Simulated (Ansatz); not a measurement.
All numbers below come from DFT, revPBE, plane waves (420 eV) with PAW, scalar-relativistic in Ansatz. The PAW files were generated under PBE, with cores re-solved for the functional.

An element in the dhcp structure gives this curve. The cell is scaled uniformly from the relaxed one, with fractional coordinates and shape fixed. Energies are extrapolated to zero smearing, pressures are those at the given smearing. Magnetic state: spin not included.

```json
{"V (Å³/atom)": "12.566", "E − E₀ (meV/atom)": "195.1", "P (GPa)": "42.75"}
{"V (Å³/atom)": "13.137", "E − E₀ (meV/atom)": "77.7", "P (GPa)": "24.87"}
{"V (Å³/atom)": "13.708", "E − E₀ (meV/atom)": "16.8", "P (GPa)": "10.91"}
{"V (Å³/atom)": "14.279", "E − E₀ (meV/atom)": "0.0", "P (GPa)": "0.02"}
{"V (Å³/atom)": "14.851", "E − E₀ (meV/atom)": "17.6", "P (GPa)": "-8.45"}
{"V (Å³/atom)": "15.422", "E − E₀ (meV/atom)": "62.0", "P (GPa)": "-15.01"}
{"V (Å³/atom)": "15.993", "E − E₀ (meV/atom)": "127.0", "P (GPa)": "-20.06"}
```

(1) Which element is it?
A. palladium
B. rhenium
C. phosphorus
D. rhodium

## Answers

(1) D. Its fit is V₀ = 14.25 Å³/atom, B₀ = 242 GPa, B₀′ = 5.2.
